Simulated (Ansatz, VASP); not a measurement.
Ge in VASP and in Ansatz

The input INCAR:

```
PREC     = Accurate       # precision mode
ENCUT    = 520            # plane-wave cutoff, eV
EDIFF    = 1E-7           # SCF threshold, eV
ISMEAR   = -1             # smearing method
SIGMA    = 0.05           # smearing width, eV
LREAL    = False          # projectors in reciprocal space
LASPH    = True           # aspherical terms in the spheres
NELM     = 60             # most SCF steps
ALGO     = Normal         # electronic algorithm
ISIF     = 2              # what is computed and relaxed
LWAVE    = False          # write WAVECAR
LCHARG   = True           # write CHGCAR
GGA      = PS             # functional
LELF     = True           # ELF
LVHAR    = True         
NBANDS   = 21             # bands
```

KPOINTS

```
Automatic mesh
0
Gamma
  13 13 13
```

The input POSCAR:

```
Ge
1.0
    0.0000000000      2.4456721356      2.4456721356
    2.4456721356      0.0000000000      2.4456721356
    2.4456721356      2.4456721356      0.0000000000
Ge
2
Direct
   -0.1250000000     -0.1250000000     -0.1250000000
    0.1250000000      0.1250000000      0.1250000000
```

Input for Ansatz:

```yaml
crystal:
  lattice:
    - [0.0, 2.4456721356, 2.4456721356]
    - [2.4456721356, 0.0, 2.4456721356]
    - [2.4456721356, 2.4456721356, 0.0]
  atoms:
    - { symbol: Ge, position: [-0.125, -0.125, -0.125] }
    - { symbol: Ge, position: [0.125, 0.125, 0.125] }
kpoints:
  mp_grid: { grid: [13, 13, 13] }
scf:
  occupations: { method: fermi_dirac, width: 0.05 }
hamiltonian:
  xc: pbesol
  pseudopotentials: { kind: paw }
output:
  forces: true
  stress: true
  eigenvalues: true
  populations: true
```

Change from the starting cell: volume scaled by 0.64, PAW files.

Alike in both runs: task single point; functional PBEsol; k mesh 13 × 13 × 13; occupations fermi-dirac, width 0.05 eV; no spin polarisation.

|  | VASP | Ansatz |
| --- | --- | --- |
| version | VASP 6.6.1 | Ansatz 0.2.0 |
| potentials or method | VASP PAW PBE potentials, release 64 (Ge_d) | PAW with Ansatz's default frozen-core files, scalar-relativistic |
| plane-wave cutoff (eV) | 520 | 420 |
| valence electrons in the cell | 28 | 28 |

```tsv
	VASP	Ansatz	Ansatz less VASP
pressure (GPa)	83.7	83.6	-0.10
```

Caveats: the cell as given lies far from equilibrium; so large a pressure means that the cell lies far from this level's equilibrium, or that cutoff or potentials fall short (VASP); the potentials were made for another functional, which shifts forces and pressure (VASP).
